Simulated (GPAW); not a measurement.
Crystal: TiAl.

```xyz
2
Lattice="3.1791 0.0000 0.0000 0.0000 3.1791 0.0000 0.0000 0.0000 3.1791" Properties=species:S:1:pos:R:3 pbc="T T T"
Ti    0.0000    0.0000    0.0000
Al    1.5895    1.5895    1.5895
```

The cell comes from a database or a generator and needn't be the stable form of this composition.

Base run:

* Program: GPAW 26.7.0
* Functional: r2SCAN
* Potentials or basis: GPAW PAW data sets (gpaw-data 1.2.1)
* Cutoff: 600 eV
* Basis: pw
* k mesh: 8 × 8 × 8
* Occupations: fermi-dirac, width 0.05 eV
* Spin: no spin polarisation
* Hubbard terms: Ti d U = 3.5 eV

Its results: pressure 2.2 GPa.

Task: The run is repeated on the same cell with these changes: functional from r2SCAN to PBE; hubbard terms from Ti d U = 3.5 eV to none. What comes out?

Result: Pressure 0.7 GPa.

Several settings changed at once, so the effect can't be laid on one alone.

Caveats: the PAW data sets were made with another functional, which shifts forces and pressure a little (some runs); U without spin polarisation on a metal has little footing (some runs); the U is typed as a test and isn't derived for this compound (some runs).
